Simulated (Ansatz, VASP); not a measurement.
## One calculation of MgB2, two programs

INCAR

```
SYSTEM = MgB2
PREC = Accurate
ENCUT = 520
EDIFF = 1E-8
ISMEAR = -1
SIGMA = 0.05
LREAL = .FALSE.
LASPH = .TRUE.
NELM = 60
ALGO = Normal
ISIF = 2
LWAVE = .FALSE.
LCHARG = .FALSE.
GGA = PE
LEFG = .TRUE.
NBANDS = 11
```

Contents of KPOINTS:

```
regular mesh
0
G
  12 12 9
  0 0 0
```

The input POSCAR:

```
MgB2
1.0
    3.0433063957      0.0000000000      0.0000000000
   -1.5216531979      2.6355806502      0.0000000000
    0.0000000000      0.0000000000      3.4753860552
Mg B
1 2
Direct
    0.0000000000      0.0000000000      0.0000000000
    0.3333333333      0.6666666667      0.5000000000
    0.6666666667      0.3333333333      0.5000000000
```

Input for Ansatz:

```yaml
crystal:
  lattice:
    - [3.0433063957, 0.0, 0.0]
    - [-1.5216531979, 2.6355806502, 0.0]
    - [0.0, 0.0, 3.4753860552]
  atoms:
    - { symbol: Mg, position: [0.0, 0.0, 0.0] }
    - { symbol: B, position: [0.3333333333, 0.6666666667, 0.5] }
    - { symbol: B, position: [0.6666666667, 0.3333333333, 0.5] }
kpoints:
  mp_grid: { grid: [12, 12, 9] }
scf:
  occupations: { method: fermi_dirac, width: 0.05 }
hamiltonian:
  xc: pbe
  pseudopotentials: { kind: paw }
output:
  forces: true
  stress: true
  eigenvalues: true
  efg: { contact_densities: true }
  write_density: true
  write_potential: true
  elf: true
  volumetric_format: npy
```

Change from the starting cell: volume scaled by 0.96, PAW files.

Alike in both runs: task electric field gradients; functional PBE; k mesh 12 × 12 × 9; occupations fermi-dirac, width 0.05 eV; no spin polarisation.

|  | VASP | Ansatz |
| --- | --- | --- |
| version | VASP 6.6.1 | Ansatz 0.2.0 |
| potentials or method | VASP PAW PBE potentials, release 64 (Mg, B) | PAW with Ansatz's default frozen-core files, scalar-relativistic |
| plane-wave cutoff (eV) | 520 | 420 |
| valence electrons in the cell | 8 | 16 |

VASP gave:

| Property | Result |
| --- | --- |
| pressure (GPa) | 5.3 |
| largest component of the traceless stress (GPa) | 1.55 |
| Vzz of the field gradient on the site that differs most (V/Å²) | -0.2 |

Q: Which values does Ansatz return?

A: Pressure (GPa): 5.5; largest component of the traceless stress (GPa): 1.41; Vzz of the field gradient on the site that differs most (V/Å²): -2.8.

The two sets of potentials don't hold the same shells in valence.
